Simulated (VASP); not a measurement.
MoSe2, 6 atoms in the cell. It takes space group P6_3/mmc (No. 194, hexagonal). The conventional cell has a = 3.288 Å, b = 3.288 Å, c = 12.900 Å, α = 90.00°, β = 90.00°, γ = 120.00°. Mo (site symmetry -6m2) has 6 Se at 2.49 Å as nearest neighbours. Around Se (site symmetry 3m) lie 3 Mo at 2.49 Å. 

- Program: VASP 6.6.1
- Task: relaxation of cell and atoms
- Functional: PBE
- Dispersion: TS
- Potentials or basis: VASP PAW PBE potentials, release 64 (Mo_sv, Se)
- Cutoff: 600 eV
- k mesh: 9 × 9 × 2
- Occupations: fermi-dirac, width 0.05 eV
- Spin: no spin polarisation
- Further INCAR settings: ALGO = Normal; EDIFF = 1e-06; IBRION = 2; EDIFFG = -0.005; NSW = 40; ISIF = 3

Potentials or basis: VASP PAW PBE potentials, release 64 (Mo_sv, Se).

Command:

```sh
$ cat potpaw_PBE.64/Mo_sv/POTCAR potpaw_PBE.64/Se/POTCAR > POTCAR
$ mpirun -np 1 vasp_std > vasp.out
```

Hardware: 1 thread of AMD EPYC 9R45 (Zen 5) (shared host).

Q: How long does it take, and how much memory?

A: It took 14 min on 1 thread of AMD EPYC 9R45 (Zen 5) (shared host), peak memory 0.32 GiB. Counts: scf iterations 145, k points 24, ion steps 19.
